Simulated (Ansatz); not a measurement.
Geometry optimisation, DFT PBEsol, scalar-relativistic, plane waves, PAW (Ansatz).

Input:

```yaml
crystal:
  lattice:
    - [0.0, 5.43, 5.43]
    - [5.43, 0.0, 5.43]
    - [5.43, 5.43, 0.0]
  atoms:
    - { symbol: Si, position: [0.0, 0.0, 0.0] }
    - { symbol: Si, position: [0.125, 0.125, 0.125] }
    - { symbol: Si, position: [0.0, 0.0, 0.5] }
    - { symbol: Si, position: [0.125, 0.125, 0.625] }
    - { symbol: Si, position: [0.0, 0.5, 0.0] }
    - { symbol: Si, position: [0.125, 0.625, 0.125] }
    - { symbol: Si, position: [0.0, 0.5, 0.5] }
    - { symbol: Si, position: [0.125, 0.625, 0.625] }
    - { symbol: Si, position: [0.5, 0.0, 0.0] }
    - { symbol: Si, position: [0.625, 0.125, 0.125] }
    - { symbol: Si, position: [0.5, 0.0, 0.5] }
    - { symbol: Si, position: [0.625, 0.125, 0.625] }
    - { symbol: Si, position: [0.5, 0.5, 0.0] }
    - { symbol: Si, position: [0.625, 0.625, 0.125] }
    - { symbol: Si, position: [0.5, 0.5, 0.5] }
    - { symbol: Si, position: [0.625, 0.625, 0.625] }
    - { symbol: Si, position: [0.55568224, 0.30792481, 0.31838934] }
basis:
  ecutwfc: 420.0
kpoints:
  mp_grid: { grid: [2, 2, 2] }
hamiltonian:
  xc: pbesol
  pseudopotentials: { kind: paw, azcp: { folder: soft_1 } }
scf:
  occupations: { method: gaussian, width: 0.05 }
  lower_state_search: "off"
relax:
  f_tol: 0.03
  max_steps: 60
  adjacent_minimum: "off"
output:
  write_density: true
  write_potential: true
  elf: true
  volumetric_format: npy
```

Run as:

```bash
$ ansatz run input.yaml --threads 1 --pin off --max-ram 3072MiB --backend cpu --events-out ev --progress --plain --runs-dir out
```

Question: Where does it end, and by what steps?

Answer: The forces met the threshold. Limits of this set-up: coarse k mesh, PAW files made for another functional, a small cell, in which the defect meets its images. After 9 steps the energy has fallen by 1.034 eV; Si7 moved furthest, 0.50 Å. Joined: Si7–Si17 (3.48 → 2.58 Å).

| step | energy less start (eV) | largest force component (eV/Å) | accepted |
| --- | --- | --- | --- |
| 0 | 0.0000 | 2.590 | yes |
| 1 | -0.7163 | 1.138 | yes |
| 2 | -0.9319 | 0.583 | yes |
| 3 | -0.9928 | 0.170 | yes |
| 4 | -1.0165 | 0.121 | yes |
| 5 | -1.0288 | 0.100 | yes |
| 6 | -0.9824 | 0.315 | no |
| 7 | -1.0332 | 0.048 | yes |
| 8 | -1.0323 | 0.044 | no |
| 9 | -1.0340 | 0.012 | yes |

```xyz
17
Lattice="0.0000 5.4300 5.4300 5.4300 0.0000 5.4300 5.4300 5.4300 0.0000" Properties=species:S:1:pos:R:3
Si 0.033 -0.042 -0.046
Si 1.452 1.263 1.261
Si 2.757 2.682 -0.046
Si 4.012 4.133 1.281
Si 2.756 -0.041 2.684
Si 4.009 1.287 4.135
Si 5.143 3.002 3.000
Si 6.858 4.136 4.135
Si 0.102 2.613 2.607
Si 1.348 4.024 4.019
Si 2.594 5.551 2.511
Si 4.121 6.798 4.019
Si 2.591 2.519 5.550
Si 4.119 4.026 6.795
Si 5.626 5.554 5.550
Si 6.526 7.049 7.048
Si 3.654 4.491 4.486
```

Whether the end is a true minimum wasn't checked by a vibrational analysis.

Time of the run: 60 s on 1 thread of Arm Neoverse V2, with other jobs on the host, peak memory 0.5 GiB.
